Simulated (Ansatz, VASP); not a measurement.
# SiC: VASP beside Ansatz

One calculation is typed for both programs; each brings its own data sets and cutoff. How far apart do they land? The cell is taken from a series of VASP runs on this material, whose earlier steps may have relaxed, scaled or displaced it; both programs get it as it stands.

Main program and level: Ansatz 0.2.0; plane waves, with VASP 6.6.1 beside it; band structure at PBE, band structure at r2SCAN and band structure at LDA.

### Step 1. Starting point

Symmetry: P6_3mc, No. 186, hexagonal system. The conventional cell has a = 3.076 Å, b = 3.076 Å, c = 10.071 Å, α = 90.00°, β = 90.00°, γ = 120.00°. Si has 4 C at 1.88 to 1.89 Å nearest. Nearest to Si lie 4 C at 1.88 to 1.89 Å. C has 4 Si at 1.88 to 1.89 Å nearest. Nearest to C lie 4 Si at 1.88 to 1.89 Å. Farther neighbours are not listed.

Structure file:

```xyz
8
Lattice="3.0757 0.0000 0.0000 -1.5378 2.6636 0.0000 0.0000 0.0000 10.0706" Properties=species:S:1:pos:R:3 pbc="T T T"
Si    0.0000    0.0000    1.8922
Si    0.0000    0.0000    6.9275
Si    0.0000    1.7758    4.4094
Si    1.5378    0.8879    9.4447
C     0.0000    0.0000    0.0046
C     0.0000    0.0000    5.0400
C     0.0000    1.7758    2.5157
C     1.5378    0.8879    7.5510
```

### Step 2. VASP: band structure, PBE

The same path points are solved in both programs, so levels can be compared one by one.

Lines of VASP's logs that name or quote its potential files are left out, and so is its time.

File INCAR:

```
SYSTEM = SiC
PREC = Accurate
ENCUT = 460
EDIFF = 1E-06
NELM = 100
ISMEAR = 0
SIGMA = 0.03
LREAL = .FALSE.
ALGO = Normal
GGA = PE
NBANDS = 36
LORBIT = 11
LWAVE = .FALSE.
LCHARG = .FALSE.
KPAR = 8
LASPH = .TRUE.
```

File POSCAR:

```
SiC
1.0
    3.0756941497      0.0000000000      0.0000000000
   -1.5378470748      2.6636292679      0.0000000000
    0.0000000000      0.0000000000     10.0706464800
Si C
4 4
Direct
    0.0000000000      0.0000000000      0.1878943800
    0.0000000000      0.0000000000      0.6878943800
    0.3333333333      0.6666666667      0.4378419800
    0.6666666667      0.3333333333      0.9378419800
    0.0000000000      0.0000000000      0.0004600500
    0.0000000000      0.0000000000      0.5004600500
    0.3333333333      0.6666666667      0.2498025900
    0.6666666667      0.3333333333      0.7498025900
```

File KPOINTS:

```
Automatic mesh
0
Gamma
8 8 2
0 0 0
```

File KPOINTS_OPT:

```
Line mode
8
Line-mode
Reciprocal
  0.00000000   0.00000000   0.00000000 GAMMA
  0.50000000   0.00000000   0.00000000 M

  0.50000000   0.00000000   0.00000000 M
  0.33333333   0.33333333   0.00000000 K

  0.33333333   0.33333333   0.00000000 K
  0.00000000   0.00000000   0.00000000 GAMMA

  0.00000000   0.00000000   0.00000000 GAMMA
  0.00000000   0.00000000   0.50000000 A

  0.00000000   0.00000000   0.50000000 A
  0.50000000   0.00000000   0.50000000 L

  0.50000000   0.00000000   0.50000000 L
  0.33333333   0.33333333   0.50000000 H

  0.33333333   0.33333333   0.50000000 H
  0.00000000   0.00000000   0.50000000 A

  0.50000000   0.00000000   0.50000000 L
  0.50000000   0.00000000   0.00000000 M

  0.33333333   0.33333333   0.00000000 K
  0.33333333   0.33333333   0.50000000 H
```

PAW data sets: Si and C (PBE family, release 64).

Started as:

```sh
$ mpirun -np 8 vasp_std
```

Numbers of over 12 decimals in the logs are rounded to 6 here.

The program printed:

```text
[banner, memory and clock lines left out]
running    8 mpi-ranks, on    1 nodes
 distrk:  each k-point on    1 cores,    8 groups
 distr:  one band on    1 cores,    1 groups

 POSCAR found type information on POSCAR SiC
 POSCAR found :  2 types and       8 ions
|                                                                             |
|           W    W    AA    RRRRR   N    N  II  N    N   GGGG   !!!           |
|           W    W   A  A   R    R  NN   N  II  NN   N  G    G  !!!           |
|           W    W  A    A  R    R  N N  N  II  N N  N  G       !!!           |
|           W WW W  AAAAAA  RRRRR   N  N N  II  N  N N  G  GGG   !            |
|           WW  WW  A    A  R   R   N   NN  II  N   NN  G    G                |
|           W    W  A    A  R    R  N    N  II  N    N   GGGG   !!!           |
|                                                                             |
|     For optimal performance we recommend to set                             |
|       NCORE = 2 up to number-of-cores-per-socket                            |
|     NCORE specifies how many cores store one orbital (NPAR=cpu/NCORE).      |
|     This setting can greatly improve the performance of VASP for DFT.       |
|     The default, NCORE=1 might be grossly inefficient on modern             |
|     multi-core architectures or massively parallel machines. Do your        |
|     Unfortunately you need to use the default for GW and RPA                |
|     calculations (for HF NCORE is supported but not extensively tested      |
|     yet).                                                                   |
|                                                                             |

 LDA part: xc-table for (Slater+PW92), standard interpolation
 POSCAR, INCAR and KPOINTS ok, starting setup
 FFT: planning ... GRIDC
 FFT: planning ... GRID_SOFT
 FFT: planning ... GRID
 WAVECAR not read
 entering main loop
       N       E                     dE             d eps       ncg     rms          rms(c)
DAV:   1     0.461835137641E+02    0.46184E+02   -0.12708E+04  1440   0.729E+02
DAV:   2    -0.624386418167E+02   -0.10862E+03   -0.10184E+03  1800   0.151E+02
DAV:   3    -0.676451244991E+02   -0.52065E+01   -0.51506E+01  1808   0.280E+01
DAV:   4    -0.676852939127E+02   -0.40169E-01   -0.40148E-01  1688   0.294E+00
DAV:   5    -0.676856114840E+02   -0.31757E-03   -0.31756E-03  1760   0.254E-01    0.177E+01
DAV:   6    -0.604016121736E+02    0.72840E+01   -0.10050E+01  1624   0.139E+01    0.802E+00
DAV:   7    -0.602721824333E+02    0.12943E+00   -0.21897E+00  1776   0.581E+00    0.349E+00
DAV:   8    -0.602383841061E+02    0.33798E-01   -0.78215E-02  1648   0.119E+00    0.111E+00
DAV:   9    -0.602350474373E+02    0.33367E-02   -0.13467E-02  1676   0.553E-01    0.155E-01
DAV:  10    -0.602356323676E+02   -0.58493E-03   -0.17740E-03  1732   0.157E-01    0.823E-02
DAV:  11    -0.602357503257E+02   -0.11796E-03   -0.16699E-04  1604   0.620E-02    0.204E-02
DAV:  12    -0.602357505196E+02   -0.19389E-06   -0.11411E-05  1624   0.139E-02    0.111E-02
DAV:  13    -0.602357518194E+02   -0.12999E-05   -0.17698E-06  1576   0.579E-03    0.277E-03
DAV:  14    -0.602357517629E+02    0.56555E-07   -0.35736E-07   824   0.246E-03
   1 F= -.60235752E+02 E0= -.60235752E+02  d E =-.104557E-14
 Start KPOINTS_OPT (optional k-point list driver)
k-point batch [1-20\72]
       N       E                     dE             ncg
DAV:   1     0.349168742197E+04   -0.15190E+05     1440
DAV:   2     0.148452939699E+04   -0.20072E+04     1772
DAV:   3     0.139400696275E+04   -0.90522E+02     1896
DAV:   4     0.139333299107E+04   -0.67397E+00     1776
DAV:   5     0.139332763814E+04   -0.53529E-02     1816
DAV:   6     0.139332757886E+04   -0.59278E-04     1832
DAV:   7     0.139332757818E+04   -0.68646E-06     1524
[...]
k-point batch [61-72\72]
       N       E                     dE             ncg
DAV:   1     0.741813410349E+04   -0.13156E+05      864
DAV:   2     0.631138887533E+04   -0.11067E+04     1052
DAV:   3     0.626614479567E+04   -0.45244E+02     1192
DAV:   4     0.626582826461E+04   -0.31653E+00     1068
DAV:   5     0.626582577778E+04   -0.24868E-02     1048
DAV:   6     0.626582575173E+04   -0.26045E-04     1112
DAV:   7     0.626582575147E+04   -0.26654E-06      876
```

OUTCAR, selected parts (step 2):

```text
ion  position               nearest neighbor table
   1  0.000  0.000  0.188-   7 1.88   7 1.88   7 1.88   5 1.89   3 3.08   3 3.08   3 3.08   4 3.08
                             4 3.08   4 3.08
   2  0.000  0.000  0.688-   8 1.88   8 1.88   8 1.88   6 1.89   4 3.08   4 3.08   4 3.08   3 3.08
                             3 3.08   3 3.08
   3  0.333  0.667  0.438-   6 1.88   6 1.88   6 1.88   7 1.89   1 3.08   1 3.08   1 3.08   2 3.08
                             2 3.08   2 3.08
   4  0.667  0.333  0.938-   5 1.88   5 1.88   5 1.88   8 1.89   2 3.08   2 3.08   2 3.08   1 3.08
                             1 3.08   1 3.08
   5  0.000  0.000  0.000-   4 1.88   4 1.88   4 1.88   1 1.89
   6  0.000  0.000  0.500-   3 1.88   3 1.88   3 1.88   2 1.89
   7  0.333  0.667  0.250-   1 1.88   1 1.88   1 1.88   3 1.89
   8  0.667  0.333  0.750-   2 1.88   2 1.88   2 1.88   4 1.89

  LATTYP: Found a hexagonal cell.
 ALAT       =     3.0756941497
 C/A-ratio  =     3.2742678530

 Subroutine GETGRP returns: Found 12 space group operations
 (whereof  6 operations were pure point group operations)

The static configuration has the point symmetry C_3v.
 The point group associated with its full space group is C_6v.

 Found     20 irreducible k-points:

   k-points           NKPTS =     20   k-points in BZ     NKDIM =     20   number of bands    NBANDS=     36

   dimension x,y,z NGX =    24 NGY =   24 NGZ =   70
   dimension x,y,z NGXF=    48 NGYF=   48 NGZF=  140

   ENCUT  =  460.0 eV  33.81 Ry    5.81 a.u.   5.38  5.38 17.61*2*pi/ulx,y,z

   NELECT =      32.0000    total number of electrons

 k-points in reciprocal lattice and weights: Automatic mesh
   0.00000000  0.00000000  0.00000000       0.008
   0.12500000  0.00000000  0.00000000       0.047
   0.25000000  0.00000000  0.00000000       0.047
   0.37500000  0.00000000  0.00000000       0.047
   0.50000000  0.00000000  0.00000000       0.023
   0.12500000  0.12500000  0.00000000       0.047
   0.25000000  0.12500000  0.00000000       0.094
   0.37500000  0.12500000  0.00000000       0.094
   0.25000000  0.25000000  0.00000000       0.047
[...]
0.25000000  0.25000000  0.50000000       0.047
   0.37500000  0.25000000  0.50000000       0.047

 average (electrostatic) potential at core
       1 -80.3106       2 -80.3106       3 -80.3542       4 -80.3542       5 -44.7688
       6 -44.7688       7 -44.7069       8 -44.7069

 E-fermi :   8.3653

 k-point     1 :       0.0000    0.0000    0.0000
  band No.  band energies     occupation
    ...
     12       7.6280      2.00000
     13       7.6280      2.00000
     14       8.1582      2.00000
     15       8.2115      2.00000
     16       8.2115      2.00000
     17      13.3273      0.00000
     18      13.9064      0.00000
     19      14.5320      0.00000
     20      14.5509      0.00000
     21      15.2023      0.00000
    ...

 k-point     2 :       0.1250    0.0000    0.0000
  band No.  band energies     occupation
    ...
     12       7.1876      2.00000
     13       7.2668      2.00000
     14       7.2684      2.00000
     15       7.9747      2.00000
     16       8.0821      2.00000
     17      13.4787      0.00000
     18      14.1432      0.00000
     19      14.2371      0.00000
     20      14.9152      0.00000
     21      15.1670      0.00000
    ...

 k-point     3 :       0.2500    0.0000    0.0000
  band No.  band energies     occupation
    ...
     12       5.7628      2.00000
     13       6.5460      2.00000
     14       6.5859      2.00000
     15       7.3781      2.00000
     16       7.6643      2.00000
     17      12.0039      0.00000
     18      12.5125      0.00000
     19      13.2948      0.00000
     20      14.3461      0.00000
     21      14.9415      0.00000
    ...

  Total        1.9549085      1.9549085      1.8915054      0.0000000      0.0000000      0.0000000
  in kB       37.9631940     37.9631940     36.7319413      0.0000000      0.0000000      0.0000000
  external PRESSURE =      37.5527764 kB  Pullay stress =       0.0000000 kB

  energy-cutoff  :      460.00
  volume of cell :       82.50
      direct lattice vectors                 reciprocal lattice vectors
     3.075694150  0.000000000  0.000000000     0.325129857  0.187713811  0.000000000
    -1.537847075  2.663629268  0.000000000     0.000000000  0.375427621  0.000000000
     0.000000000  0.000000000 10.070646480     0.000000000  0.000000000  0.099298491

 POSITION                                       TOTAL-FORCE (eV/Angst)
 -----------------------------------------------------------------------------------
      0.00000      0.00000      1.89222        -0.000000      0.000000      0.000975
      0.00000      0.00000      6.92754         0.000000      0.000000      0.000975
     -0.00000      1.77575      4.40935         0.000000     -0.000000     -0.002577
      1.53785      0.88788      9.44468        -0.000000      0.000000     -0.002577
      0.00000      0.00000      0.00463         0.000000      0.000000     -0.001796
      0.00000      0.00000      5.03996        -0.000000     -0.000000     -0.001796
     -0.00000      1.77575      2.51567         0.000000     -0.000000      0.003397
      1.53785      0.88788      7.55100        -0.000000      0.000000      0.003397
 -----------------------------------------------------------------------------------
    total drift:                               -0.000000     -0.000000     -0.000035

  FREE ENERGIE OF THE ION-ELECTRON SYSTEM (eV)
  ---------------------------------------------------
  free  energy   TOTEN  =       -60.2357517629 eV

  energy  without entropy=      -60.2357517629  energy(sigma->0) =      -60.23575176

 total charge
# of ion       s       p       d       tot
------------------------------------------
    1        0.708   0.971   0.000   1.680
    2        0.708   0.971   0.000   1.680
    3        0.708   0.973   0.000   1.681
    4        0.708   0.973   0.000   1.681
    5        0.840   1.712   0.000   2.551
    6        0.840   1.712   0.000   2.551
    7        0.840   1.714   0.000   2.554
    8        0.840   1.714   0.000   2.554
--------------------------------------------------
tot          6.191  10.740   0.000  16.931

[... 3 further parts left out ...]
```

The run ends at a pressure of 3.76 GPa, with forces up to 0.0034 eV/Å.

### Step 3. Ansatz: band structure, PBE

Ansatz runs on its default PAW (the set named soft_2) files.

The same cell, functional, mesh and smearing now go to Ansatz, which takes its cutoff from its data sets.

File input.yaml:

```yaml
crystal:
  lattice:
    - [3.0756941497, 0.0, 0.0]
    - [-1.5378470748, 2.6636292679, 0.0]
    - [0.0, 0.0, 10.07064648]
  atoms:
    - { symbol: Si, position: [0.0, 0.0, 0.18789438] }
    - { symbol: Si, position: [0.0, 0.0, 0.68789438] }
    - { symbol: Si, position: [0.3333333333, 0.6666666667, 0.43784198] }
    - { symbol: Si, position: [0.6666666667, 0.3333333333, 0.93784198] }
    - { symbol: C, position: [0.0, 0.0, 0.00046005] }
    - { symbol: C, position: [0.0, 0.0, 0.50046005] }
    - { symbol: C, position: [0.3333333333, 0.6666666667, 0.24980259] }
    - { symbol: C, position: [0.6666666667, 0.3333333333, 0.74980259] }
hamiltonian:
  xc: pbe
  pseudopotentials: { kind: paw }
kpoints:
  mp_grid: { grid: [8, 8, 2] }
  band_path:
    path:
      - [0.0, 0.0, 0.0]
      - [0.14286, 0.0, 0.0]
      - [0.28571, 0.0, 0.0]
      - [0.5, 0.0, 0.0]
      - [0.47619, 0.04762, 0.0]
      - [0.40476, 0.19048, 0.0]
      - [0.35714, 0.28571, 0.0]
      - [0.28571, 0.28571, 0.0]
      - [0.19048, 0.19048, 0.0]
      - [0.04762, 0.04762, 0.0]
      - [0.0, 0.0, 0.0]
      - [0.0, 0.0, 0.14286]
      - [0.0, 0.0, 0.35714]
      - [0.0, 0.0, 0.5]
      - [0.14286, 0.0, 0.5]
      - [0.28571, 0.0, 0.5]
      - [0.5, 0.0, 0.5]
      - [0.47619, 0.04762, 0.5]
      - [0.40476, 0.19048, 0.5]
      - [0.35714, 0.28571, 0.5]
      - [0.33333, 0.33333, 0.5]
      - [0.19048, 0.19048, 0.5]
      - [0.09524, 0.09524, 0.5]
      - [0.5, 0.0, 0.5]
      - [0.5, 0.0, 0.35714]
      - [0.5, 0.0, 0.14286]
      - [0.5, 0.0, 0.0]
      - [0.33333, 0.33333, 0.14286]
      - [0.33333, 0.33333, 0.28571]
      - [0.33333, 0.33333, 0.5]
    npoints: 1
scf:
  occupations: { method: gaussian, width: 0.03 }
  n_extra_bands: 10
output:
  forces: true
  stress: true
  eigenvalues: true
```

Started as:

```sh
$ ansatz run input.yaml --threads 4 --pin off --max-ram 9216MiB --backend cpu --events-out ev --progress --plain --runs-dir out
```

The program printed:

```text
scf.n_extra_bands = 10 over 16 filled bands (N_el = 32.0): the run solves 26 bands
Engine: ansatz 0.2.0, aarch64-unknown-linux-gnu
Pseudopotentials: kind: paw
Pseudopotential: Si, paw, valence charge 4, recommended cutoff 420 eV (normal), Si.paw.azcp
Pseudopotential: C, paw, valence charge 4, recommended cutoff 420 eV (normal), C.paw.azcp
Functional definition: PBE
  parameter kappa = 0.804
  parameter beta = 0.066725
  exchange = pbe_x(kappa = kappa, mu = beta*pi^2/3)
  correlation = pbe_c(beta = beta)
Crystal: 8 atoms, lattice volume = 82.504 Å³
Basis set: ecut = 420 eV, 1605 PW (Γ), exchange–correlation on 48×48×144 points (8 copies of the dense FFT grid, shifted against one another)
Bands: 26, of which v1, the nominal top of the filled ones, is band 16 counted from 1 (15 counted from 0)
Symmetry: 12 space group operations
Space group: P63mc (ITA 186), of the structure as read, at distance tolerance 4.4e-5 Å
k-points: 20 of 128
Non-local potential: Si, projectors of the file, l = 0: 2, l = 1: 2, l = 2: 2
Non-local potential: C, projectors of the file, l = 0: 2, l = 1: 2, l = 2: 1
PAW form: soft (Blöchl's): semilocal exchange-correlation on the pseudo side does not see the compensation charge
PAW one-centre angular grid: Si, 110 points (default); XC on 64 Gauss nodes
PAW one-centre angular grid: C, 110 points (default); XC on 64 Gauss nodes
Initial density: superposition of atomic densities (neutral atoms: chi_scale 0, normalization atom), corrected by the library's trained network
Initial wavefunctions: pseudopotential atomic-orbital guess
Functional: x = pbe(κ = 0.804, μ = 0.219515), c = pbe(β = 0.066725)
SCF iter   1: F=—  HF=-3548.625473 eV  |F-HF|=—  |Δ(HF+E_count)|=         —  Δρ=2.68e-3  dr2=6.30e-3  ethr=1.77e-3  ⟨swp⟩=6.1  Hψ=2830  notcnv=0  defer=7
preconditioner: auto → none  [insulator: Δε(μ)=2.199 eV  Ē_g=12.494 eV  σ=0.030 eV  W_gap=1.00  n_scr=6 (ndim 8)  ℏωp=23.1 eV  f_vac=0.000  D(μ)=0.00/eV (n_scr^D=0)  ε∞_Penn≈4.4]
SCF iter   2: F=—  HF=-3548.625299 eV  |F-HF|=—  |Δ(HF+E_count)|=   1.74e-4  Δρ=7.51e-4  dr2=2.57e-4  ethr=1.97e-5  ⟨swp⟩=2.4  Hψ=995  notcnv=0  defer=61
SCF iter   3: F=—  HF=-3548.625512 eV  |F-HF|=—  |Δ(HF+E_count)|=   2.13e-4  Δρ=2.76e-4  dr2=2.68e-5  ethr=8.03e-7  ⟨swp⟩=2.2  Hψ=756  notcnv=0  defer=61
SCF iter   4: F=—  HF=-3548.625473 eV  |F-HF|=—  |Δ(HF+E_count)|=   3.96e-5  Δρ=2.69e-5  dr2=4.61e-7  ethr=8.39e-8  ⟨swp⟩=2.1  Hψ=725  notcnv=0  defer=61
SCF iter   5: F=—  HF=-3548.625473 eV  |F-HF|=—  |Δ(HF+E_count)|=   6.05e-7  Δρ=8.33e-6  dr2=1.64e-7  ethr=1.44e-9  ⟨swp⟩=2.0  Hψ=742  notcnv=0  defer=61
SCF iter   6: F=-3548.625473 eV  HF=-3548.625473 eV  |F-HF|=2.02e-9  |Δ(HF+E_count)|=   1.74e-8  Δρ=2.51e-6  dr2=4.94e-9  ethr=3.13e-10  ⟨swp⟩=9.2  Hψ=2313  notcnv=0
SCF 1 converged in 6 iterations: F = -3548.625473 eV  dr2 = 4.94e-9
  greatest PAW one-centre occupation: 0.646 electrons in one spin orbital (limit 2), on the C atom at site 6 (counted from 0), in its partial waves of l = 0
NSCF: frozen V_eff on 30 k-points
SCF converged after 6 iterations
Free energy (F): -3548.625473 eV
Harris-Foulkes:  -3548.625473 eV  (|F-HF|=2.02e-9)
Internal energy: -3548.625473 eV  (E = F + TS)
E sigma→0 (E₀):  -3548.625473 eV
Fermi energy:    10.701418 eV
--- Per-component energies (eV) ---
  E_band       = 115.795699
  E_kinetic    = 543.634319
  E_local      = -418.493103  (includes V_loc(G=0)·N_el)
  E_nonlocal   = 207.498778
  E_hartree    = 128.954826
  E_xc         = -422.295719
  E_vxc        = -437.852692  (∫ρ·V_xc dr)
  E_paw        = -2448.403321  (= ΣΔE_a)
  E_vpaw       = -36.901262  (= ΣTr[D̂ρ^β])
  E_aug_tail   = 0.000057  (compensation charges beyond the density's cutoff)
  E_ewald      = -1139.521310
  E_smearing   = -0.000000  (= −TS)
  E_closure    = -0.000000  (closes the sum)
  Σ components = -3548.625473   (vs F -3548.625473, Δ=0.00e0)
--- Forces (eV/Å), atoms counted from 1 ---
  atom   1  Si     0.00000000    -0.00000000     0.00225709
  atom   2  Si    -0.00000000     0.00000000     0.00225709
  atom   3  Si    -0.00000000     0.00000000    -0.00372156
  atom   4  Si     0.00000000     0.00000000    -0.00372156
  atom   5  C     -0.00000000     0.00000000    -0.00225065
  atom   6  C      0.00000000    -0.00000000    -0.00225065
  atom   7  C     -0.00000000     0.00000000     0.00371918
  atom   8  C      0.00000000    -0.00000000     0.00371918
  max |Σ_I F_I| component: 8.12e-6 eV/Å
--- Stress (GPa, compression-positive) ---
        3.965803       0.000000       0.000000
        0.000000       3.965803      -0.000000
        0.000000      -0.000000       3.830804
  P = ⅓ Tr σ = 3.9208 GPa (39.208 kbar)
--- Band table (eV; the first three rows and the last of 20) ---
  k-point 0: bands = [... 12 lower, 9.0047, 9.5359, 9.5883, 9.5883, 14.6984, 15.2772, 15.8904, 15.9223, ... 6 higher]
  k-point 1: bands = [... 12 lower, 9.3819, 9.3819, 9.3819, 9.3819, 14.9069, 14.9069, 16.3649, 16.3649, ... 6 higher]
  k-point 2: bands = [... 12 lower, 8.6433, 8.6451, 9.3524, 9.4589, 14.8546, 15.5183, 15.6120, 16.2847, ... 6 higher]
  k-point 19: bands = [... 12 lower, 6.5496, 6.5496, 7.3654, 7.3654, 12.9715, 12.9715, 15.9886, 15.9886, ... 6 higher]
```

Wall time 2 s (4 threads of Arm Neoverse V1, shared host); peak memory 0.35 GiB; 7.5 s of CPU time.

[end of part 1 of 3]

[Lines on the potential files, build, host, timing and source positions are cut from VASP's logs without a mark.]

[Logs are printed without paths, hosts, clocks, repeated set-up lines and the standing remarks that a program may print on its own settings, such as how far it seeks lower states.]

[Hosts, paths, dates, database ids (printed as entryN), source tags and the programs' standing remarks are cut or masked in the printed files.]
